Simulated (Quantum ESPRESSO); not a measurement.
## AlN (001), wurtzite: the electronic dielectric constant against in-plane strain

How does ε∞, from linear response (ph.x, fixed occupations, ions clamped), follow the in-plane strain?

Calculated with Quantum ESPRESSO 7.5, PBEsol, GBRV 1.5 ultrasoft potentials, cutoff 680 eV, Fermi–Dirac smearing 0.02 eV, k-mesh 10×10×6, no spin polarisation, no spin-orbit coupling.

| in-plane strain (%) | V (Å³/atom) | ε_xx | ε_yy | ε_zz | mean | gap (eV) |
| --- | --- | --- | --- | --- | --- | --- |
| −3 | 10.022 | 4.434 | 4.434 | 4.736 | 4.535 | 4.442 |
| −2 | 10.176 | 4.453 | 4.453 | 4.728 | 4.545 | 4.408 |
| −1 | 10.327 | 4.476 | 4.476 | 4.727 | 4.560 | 4.283 |
| 0 | 10.475 | 4.505 | 4.505 | 4.733 | 4.581 | 4.079 |
| 1 | 10.620 | 4.537 | 4.537 | 4.745 | 4.606 | 3.877 |
| 3 | 10.892 | 4.612 | 4.612 | 4.793 | 4.673 | 3.482 |

**Question.** Give the mean ε∞ and the long-wavelength refractive index at x = 2, a row left out above (x is the first column).

Least squares with ε = e0 + e1 x + e2 x² gives e0 = 4.5806, e1 = 0.023 and e2 = 0.002595. At x = 2 this is 4.637, so n = √ε = 2.153 as an average over directions. The run itself gives 4.637, so the estimate misses by 0.000, a rounding's worth.

Along the table the mean ε∞ rises wherever the smallest gap falls, which need not be its cause. Semilocal functionals tend to give ε∞ too large, the k-mesh wasn't converged for it (a zone-centred mesh of this size overestimates it where the gap is small), and polar lattice vibrations add to the static constant, which isn't calculated here.
